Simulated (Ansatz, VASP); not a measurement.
Al in VASP and in Ansatz

The input INCAR:

```
  PREC = Accurate
  ENCUT = 520
  EDIFF = 1E-6
  ISMEAR = 1
  SIGMA = 0.1
  LREAL = False
  LASPH = True
  NELM = 100
  ALGO = Fast
  ISIF = 2
  LWAVE = False
  LCHARG = True
  LDIPOL = True
  IDIPOL = 3
  DIPOL = 0.5 0.5 0.665
  GGA = PE
  LELF = True
  LVHAR = True
  LVACPOTAV = True
  NBANDS = 14
```

File KPOINTS:

```
regular mesh
0
Gamma
  15 15 1
```

File POSCAR:

```
Al
1.0
    1.4602435473      2.5292160153      0.0000000000
   -2.9204870946      0.0000000000      0.0000000000
    0.0000000000      0.0000000000     29.3328597884
Al
4
Direct
    0.6666666667      0.3333333333      0.5468480259
    0.3333333333      0.6666666667      0.6247759660
    0.0000000000      1.0000000000      0.7040937731
    0.6666666667      0.3333333333      0.7831191949
```

Input for Ansatz:

```yaml
crystal:
  lattice:
    - [1.4602435473, 2.5292160153, 0.0]
    - [-2.9204870946, 0.0, 0.0]
    - [0.0, 0.0, 29.3328597884]
  atoms:
    - { symbol: Al, position: [0.6666666667, 0.3333333333, 0.5468480259] }
    - { symbol: Al, position: [0.3333333333, 0.6666666667, 0.624775966] }
    - { symbol: Al, position: [0.0, 1.0, 0.7040937731] }
    - { symbol: Al, position: [0.6666666667, 0.3333333333, 0.7831191949] }
basis:
  ecutwfc: 420
kpoints:
  mp_grid: { grid: [15, 15, 1] }
hamiltonian:
  xc: pbe
  pseudopotentials: { kind: paw, azcp: { folder: soft_1 } }
scf:
  occupations: { method: methfessel_paxton, width: 0.1 }
  n_extra_bands: 7
  max_iter: 160
output:
  forces: true
  eigenvalues: true
efield:
  axis: 3
  dipole_correction: true
```

Alike in both runs: task single point; functional PBE; k mesh 15 × 15 × 1; occupations methfessel-paxton of order 1, width 0.1 eV; no spin polarisation.

|  | VASP | Ansatz |
| --- | --- | --- |
| version | VASP 6.6.1 | Ansatz 0.2.0 |
| potentials or method | VASP PAW PBE potentials, release 64 (Al) | scalar-relativistic, plane waves, PAW |
| plane-wave cutoff (eV) | 520 | 420 |
| valence electrons in the cell | 12 | 12 |

|  | VASP | Ansatz | Ansatz less VASP |
| --- | --- | --- | --- |
| gap on the k mesh at the Fermi level (eV) | none | none | - |
| rms of the force components (eV/Å) | 0.070 | 0.071 | 0.0000 |

Atom by atom the forces differ by 0.000 eV/Å (rms over components). A gap of «none» marks a metal or a gap that the smearing closes. With one functional, cell and mesh, what is left measures potentials, basis and numerics.
